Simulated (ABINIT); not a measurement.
The system is Au.

```
Au
1.0
    -1.65727    1.65727    1.65727
     1.65727   -1.65727    1.65727
     1.65727    1.65727   -1.65727
Au
1
Direct
  0.00000 0.00000 0.00000
```

This isn't the form of Au at room conditions, which is fcc.

Base run:

```yaml
Program: ABINIT 10.8.3 (patched build)
Functional: r2SCAN
Potentials_or_basis: JTH PAW PBE v2.0
Cutoff: 653 eV
k_mesh: 11 × 11 × 11
Occupations: fermi-dirac, width 0.05 eV
Spin: no spin polarisation
```

Its results: band gap on the k mesh none (metal or under the smearing width); pressure -3.7 GPa.

Problem. The run is repeated on the same cell with these changes: functional from r2SCAN to BLYP. What comes out?

Solution. Band gap on the k mesh none (metal or under the smearing width); pressure 9.4 GPa.

Caveats: the PAW data sets were made with another functional, which shifts forces and pressure a little; spin-orbit coupling is left out, which moves the levels of the heavy elements.
